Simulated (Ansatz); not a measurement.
The system is KZnF3.

```xyz
5
Lattice="4.0500 0.0000 0.0000 0.0000 4.0500 0.0000 0.0000 0.0000 4.0500" Properties=species:S:1:pos:R:3 pbc="T T T"
Zn    2.0250    2.0250    2.0250
K     0.0000    0.0000    0.0000
F     2.0250    0.0000    2.0250
F     0.0000    2.0250    2.0250
F     2.0250    2.0250    0.0000
```

Base run:

* Program: Ansatz 0.2.0
* Functional: HSE06
* Potentials or basis: Ansatz PAW
* Cutoff: 420 eV
* Density cutoff: 1680 eV
* k mesh: 4 × 4 × 4
* Occupations: fermi-dirac, width 0.05 eV
* Spin: no spin polarisation

Its results: band gap on the k mesh 6.35 eV, indirect (least direct gap 8.05 eV).

Question: The run is repeated on the same cell with these changes: functional from HSE06 to PBE0. What comes out?

Answer: Band gap on the k mesh 7.10 eV, indirect (least direct gap 8.80 eV).

Not every run made on this cell is shown here.
